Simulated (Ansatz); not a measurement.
Start from GeO$_{2}$ (space group P3_121, No. 152; a = 4.9887 Å, c = 5.6753 Å).

Calculations: r2SCAN, PAW, 500 eV (Ansatz, a program for electronic structure; no SOC).

For the base:

* **Band gap**: 4.22 eV
* **Gap character**: indirect, K → Γ
* **Pressure**: 0.00 GPa

Perturbation: an isotropic linear strain of +0.76 %; the atoms relax in the strained cell.

Problem. What happens to the band gap?

Solution. The band gap decreases by 0.04 eV to 4.18 eV.

Problem. Predict the new gap character.

Solution. The gap character remains indirect, K → Γ.

Problem. What happens to the pressure?

Solution. The pressure (mean of the normal stresses, compression positive) goes from zero to -0.94 GPa.

Problem. What happens to the energy relative to the base?

Solution. The energy goes up by 0.9 meV/atom.

No phonon test of stability was made.
